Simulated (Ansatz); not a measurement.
We consider α-phase Li3N, described by PBEsol (PAW; Ansatz, an electronic-structure program).

Settings: plane-wave cutoff 520 eV, 12×12×10 k mesh (along the axes of the cell as run), Fermi–Dirac smearing 0.01 eV, scalar-relativistic PAW data made under PBE.

The cell has the measured lattice parameters. Conventional cell: a = 3.6520 Å, b = 3.6520 Å, c = 3.8660 Å, α = 90.00°, β = 90.00°, γ = 120.00°.

```yaml
crystal:
  lattice:
    - [-1.82600, -3.16273, 0.00000]
    - [-1.82600, 3.16273, 0.00000]
    - [0.00000, 0.00000, -3.86600]
  atoms:
    - { symbol: Li, position: [0.33333, 0.66667, 0.00000] }
    - { symbol: Li, position: [0.66667, 0.33333, 0.00000] }
    - { symbol: Li, position: [0.00000, 0.00000, 0.50000] }
    - { symbol: N, position: [0.00000, 0.00000, 0.00000] }
```

Task: List the 5 lowest band energies at Γ above −25 eV (eV, relative to the valence band maximum), grouping those that round alike.

Result: At Γ: -11.39, -1.53, -0.21 (×2), 1.02.

Note: cell and atoms aren't relaxed at this level (pressure -1.6 GPa).
